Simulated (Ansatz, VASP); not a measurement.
## Two plane-wave programs on MgO

```xyz
4
Lattice="3.6457 -0.0032 0.0097 -1.8256 3.1711 -0.0077 0.0116 -0.0040 4.3462" Properties=species:S:1:pos:R:3 pbc="T T T"
Mg    1.8096    1.0280    3.3328
Mg    0.1030    2.0632    0.9802
O     1.6096    1.0759    1.0902
O     0.1412    2.1609    3.2931
```

Change from the starting cell: all atoms moved at random, cell strained at random.

Alike in both runs: task single point; functional PBE; k mesh 9 × 9 × 6; occupations gaussian, width 0.02 eV; no spin polarisation.

|  | VASP | Ansatz |
| --- | --- | --- |
| version | VASP 6.6.1 | Ansatz 0.2.0 |
| potentials or method | VASP PAW PBE potentials, release 64 (Mg, O) | scalar-relativistic, plane waves, PAW |
| plane-wave cutoff (eV) | 520 | 420 |
| valence electrons in the cell | 16 | 32 |

|  | VASP | Ansatz | Ansatz less VASP |
| --- | --- | --- | --- |
| gap on the k mesh at the Fermi level (eV) | 2.68 | 2.70 | +0.018 |
| least direct gap on the mesh (eV) | 2.68 | 2.70 | +0.018 |
| pressure (GPa) | -4.6 | -4.2 | +0.36 |
| largest component of the traceless stress (GPa) | 9.41 | 9.28 | -0.131 |
| rms of the force components (eV/Å) | 1.387 | 1.369 | -0.0178 |

Atom by atom the forces differ by 0.018 eV/Å (rms over components). The two sets of potentials don't hold the same shells in valence.

Caveats: an odd mesh through Γ misses points on the zone boundary, where band edges often lie; forces of over 1 eV/Å show positions far from the minimum, so gaps and moduli don't describe the material at rest.
